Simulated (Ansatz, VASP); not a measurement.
One calculation of Ta, two programs

```
Ta
1.0
     2.95599    0.00000    0.00000
    -1.47800    2.55997    0.00000
     0.00000    0.00000    5.32150
Ta
2
Cartesian
  0.0000 1.7066 1.3304
  1.4780 0.8533 3.9911
```

Alike in both runs: task single point; functional BLYP; k mesh 14 × 14 × 7; occupations fermi-dirac, width 0.1 eV; no spin polarisation.

|  | VASP | Ansatz |
| --- | --- | --- |
| version | VASP 6.6.1 | Ansatz 0.2.0 |
| potentials or method | VASP PAW PBE potentials, release 64 (Ta_pv) | plane waves (420 eV) with PAW, scalar-relativistic |
| plane-wave cutoff (eV) | 520 | 420 |
| valence electrons in the cell | 22 | 26 |

```csv
,VASP,Ansatz,Ansatz less VASP
pressure (GPa),-5.4,-6.1,-0.73
largest component of the traceless stress (GPa),0.22,0.22,-0.003
```

The two sets of potentials don't hold the same shells in valence.

Caveats: the PAW data sets were made with another functional, which shifts forces and pressure a little (VASP). The runs have no spin-orbit coupling, so splittings on Ta are missing.
